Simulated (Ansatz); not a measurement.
Relaxing Cr

Method: DFT PBEsol, scalar-relativistic, plane waves, PAW in Ansatz. Cutoff 420 eV, Γ-centred k mesh, Gaussian smearing, no spin polarisation in the final step.

The start puts Cr on the simple cubic structure type (Pm-3m, No. 221), at a guessed volume.

```
Cr
1.0
     2.39282    0.00000    0.00000
     0.00000    2.39282    0.00000
     0.00000    0.00000    2.39282
Cr
1
Cartesian
  0.0000 0.0000 0.0000
```

Cell and atoms relax at zero pressure; the relaxation can't lower the symmetry of the start. After a coarse first stage the cell is made exact in the group found at 0.06 Å.

Energies count from the standard state of Cr at the same level.

(1) Which crystal results?

(2) What are its volume, energy, density and gap?

## Answers

(1) It keeps Pm-3m (No. 221). The result has the simple cubic structure. Conventional cell: a = 2.308 Å. Cr is coordinated by 6 Cr at 2.31 Å.

```
Cr
1.0
     2.30762    0.00000    0.00000
     0.00000    2.30762    0.00000
     0.00000    0.00000    2.30762
Cr
1
Cartesian
  0.0000 0.0000 0.0000
```

(2) The volume per atom is 12.29 Å³ and the density is 7.03 g/cm³. The energy over the standard structure is 1.07 eV/atom and the gap on the 24×24×24 mesh is 0 eV (a metal).

The final run used a 24×24×24 mesh on its 1-atom cell and 0.10 eV smearing. The k mesh leaves about 4 meV/atom of noise in metals. A structure relaxed within its symmetry needn't be a true minimum. The steps took roughly 19 core-seconds in all.